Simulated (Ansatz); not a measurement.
**HgTe (Coloradoite) under changes of volume**

One of the cells (33.215 Å³/atom); the others are scaled copies at fixed shape and fractional positions:

```
Hg Te
1.0
     0.00000    3.21450    3.21450
     3.21450    0.00000    3.21450
     3.21450    3.21450    0.00000
Hg Te
1 1
Direct
  0.00000 0.00000 0.00000
  0.75000 0.75000 0.75000
```

* Program: Ansatz 0.2.0
* Functional: PBEsol
* Dispersion: D3(BJ)
* Potentials or basis: Ansatz PAW
* Cutoff: 420 eV (not typed: the program's choice for these potentials)
* k mesh: 7 × 7 × 7
* Occupations: fermi-dirac, width 0.05 eV
* Spin: no spin polarisation

| volume (Å³/atom) | energy over the lowest point (meV/atom) | pressure (GPa) |
| --- | --- | --- |
| 31.223 | 20.52 | 3.5 |
| 31.887 | 8.81 | 2.2 |
| 32.551 | 2.16 | 1.0 |
| 33.215 | 0.00 | 0.0 |
| 33.880 | ? | ? |
| 34.544 | 7.09 | -1.7 |
| 35.208 | 15.50 | -2.4 |

Question: What does the run at 33.880 Å³/atom give?

Answer: Energy over the lowest point 1.80 meV/atom; pressure -0.9 GPa.

Worked out: A Birch-Murnaghan fit of order 3 (a polynomial in V^(-2/3)) to the other rows has its minimum at 33.23 Å³/atom with B0 = V·E''(V) = 48 GPa and B' = 5.1. It gives 1.79 meV/atom at 33.880 Å³/atom, against the run's 1.80, and -dE/dV = -0.9 GPa, against -0.9.

Energies are extrapolated to zero smearing.

Caveats: pairwise dispersion overbinds metals, which lowers pressure and volume; the PAW data sets come from PBE, with cores solved anew for the run's functional, which leaves a small shift of forces and pressure.
